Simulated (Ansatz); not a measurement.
# Ni: the cost of one run

Program: Ansatz 0.2.0. Level of theory: DFT PBE, with the methods named in each step. These are calculated values, not measurements.

## 1. Starting point

The structure is cubic, space group Im-3m (No. 229). Conventional cell: a = 2.767 Å, b = 2.767 Å, c = 2.767 Å, α = 90.00°, β = 90.00°, γ = 90.00°. Around Ni (site symmetry m-3m) lie 8 Ni at 2.40 Å.

Structure file:

```cif
data_structure
_symmetry_space_group_name_H-M 'P 1'
_symmetry_Int_Tables_number 1
_cell_length_a 2.3967
_cell_length_b 2.3967
_cell_length_c 2.3967
_cell_angle_alpha 109.471
_cell_angle_beta 109.471
_cell_angle_gamma 109.471
_cell_volume 10.60
loop_
_atom_site_label
_atom_site_type_symbol
_atom_site_fract_x
_atom_site_fract_y
_atom_site_fract_z
_atom_site_occupancy
Ni1 Ni 0.00000 0.00000 0.00000 1
```

## 2. Spiral at q = 0, LAPW

Contents of input.yaml:

```yaml
crystal:
  lattice:
    - [-1.38371547, 1.38371547, 1.38371547]
    - [1.38371547, -1.38371547, 1.38371547]
    - [1.38371547, 1.38371547, -1.38371547]
  atoms:
    - { symbol: Ni, position: [0.0, 0.0, 0.0], spin: 0.6, spin_axis: [1.0, 0.0, 0.0] }
magnetization:
  noncollinear: true
  spin_spiral: { q: [0.0, 0.0, 0.0] }
kpoints:
  mp_grid: { grid: [16, 16, 16] }
scf:
  occupations: { method: fermi_dirac, width: 0.05 }
  lower_state_search: "off"
hamiltonian:
  xc: pbe
  pseudopotentials: { kind: all_electron, lapw: { basis_error: 0.001 } }
output:
  eigenvalues: false
```

Started as:

```
> ansatz run input.yaml --threads 2 --pin off --max-ram 5120MiB --backend cpu --events-out ev --progress --plain --runs-dir out
```

Q: Estimate wall time and peak memory on 2 threads of Arm Neoverse V1, shared host.

About 70 s, with a peak of 0.52 GiB.
